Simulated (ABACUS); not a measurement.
The system is MgS (Niningerite).

```
S Mg
1.0
     0.00000    2.60165    2.60165
     2.60165    0.00000    2.60165
     2.60165    2.60165    0.00000
S Mg
1 1
Cartesian
  2.6016 2.6016 2.6016
  0.0000 0.0000 0.0000
```

- Program: ABACUS 3.10.1
- Task: single point
- Functional: PBE
- Potentials or basis: PseudoDojo NC SR 0.4.1 PBE standard
- Cutoff: 1361 eV
- Density cutoff: 5442 eV
- Basis: DZP LCAO (the cutoffs set its grid)
- k mesh: 9 × 9 × 9
- Occupations: fermi-dirac, width 0.05 eV
- Spin: no spin polarisation

On this cell: pressure 2.2 GPa; largest force zero by symmetry; band gap on the k mesh 2.82 eV, indirect (least direct gap 3.77 eV).

The same run follows on a disturbed copy (atoms moved at random, drawn with an rms of 0.05 Å):

```xyz
2
Lattice="0.0000 2.6016 2.6016 2.6016 0.0000 2.6016 2.6016 2.6016 0.0000" Properties=species:S:1:pos:R:3 pbc="T T T"
S     2.6362    2.6247    2.6092
Mg   -0.0517    0.0080    0.0170
```

What changes?

The energy moves by +6.2 meV/atom; pressure 2.4 GPa; largest force 0.283 eV/Å; band gap on the k mesh 2.82 eV, indirect (least direct gap 3.77 eV).

Forces in eV/Å, atoms in the order of the input:
```
S   -0.278 -0.046  0.028
Mg   0.278  0.046 -0.028
```

Stress tensor (GPa, compression positive):
```
 3.07 -0.02  0.01
-0.02  2.14  0.00
 0.01  0.00  2.12
```

Caveats: the atomic orbitals were generated for these runs and aren't a published set; an odd mesh through Γ misses points on the zone boundary, where band edges often lie; the basis of atomic orbitals isn't converged, which shifts pressures, moduli and gaps.
